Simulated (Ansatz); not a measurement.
What does this script print? It uses the Ansatz DFT code, driven from Python.

Script `cdse_push.py`:
```python
'''Frozen displacement of one atom in CdSe.'''

import warnings

import ansatz as az
import numpy as np

warnings.simplefilter('ignore', az.DeckWarning)

vectors = np.array([
    [0.0, 3.070271, 3.070271],
    [3.070271, 0.0, 3.070271],
    [3.070271, 3.070271, 0.0],
])
cdse = (
    az.Lattice.of(vectors)
    .atom('Cd', (0.0, 0.0, 0.0))
    .atom('Se', (0.75, 0.75, 0.75))
)

inverse = np.linalg.inv(np.array(cdse.lattice.vectors))
home = np.array(cdse.sites[0].position)
values = np.linspace(-0.2, 0.2, 5)
energies, pulls = [], []
for shift in values:
    moved = cdse.move(0, to=home + shift * inverse[1])
    model = (
        moved.calculation()
        .occupations('fixed')
        .kpoints(6)
        .basis(16 * az.Ha)
        .functional('PBE')
        .forces()
    )
    data = model.run(threads=1).report
    energies.append(data['free_energy_ev'])
    pulls.append(data['forces_ev_ang'][0][1])

# the force is minus the slope of the free energy
print('shift (A)   dE (eV)   force along y (eV/A)')
for shift, e, f in zip(values, energies, pulls):
    print(f'{shift:8.3f} {e - energies[2]:10.5f} {f:12.4f}')
print(f'stiffness from energies {2 * np.polyfit(values, energies, 2)[0]:.3f}, from forces {-np.polyfit(values, pulls, 1)[0]:.3f} eV/A^2')
```

```console
$ python cdse_push.py
shift (A)   dE (eV)   force along y (eV/A)
  -0.200    0.08872       0.8773
  -0.100    0.02237       0.4461
   0.000    0.00000       0.0000
   0.100    0.02237      -0.4461
   0.200    0.08872      -0.8773
stiffness from energies 4.431, from forces 4.401 eV/A^2
```

The curvature of the energy gives 4.431 eV/Å² and the slope of the force 4.401 eV/Å², a positive curvature.

Caveats:
- The structure comes from a database of computed cells and needn't be a stable or known phase.
- All periodic images of the atom move with it, so the curvature is one diagonal element of the zone-centre force constants and no normal mode; a positive value doesn't exclude soft modes in which several atoms move.
- Processor time in the engine: 10 s on 1 thread of Intel(R) Xeon(R) Processor @ 2.30GHz (shared host), peak memory 0.56 GiB.
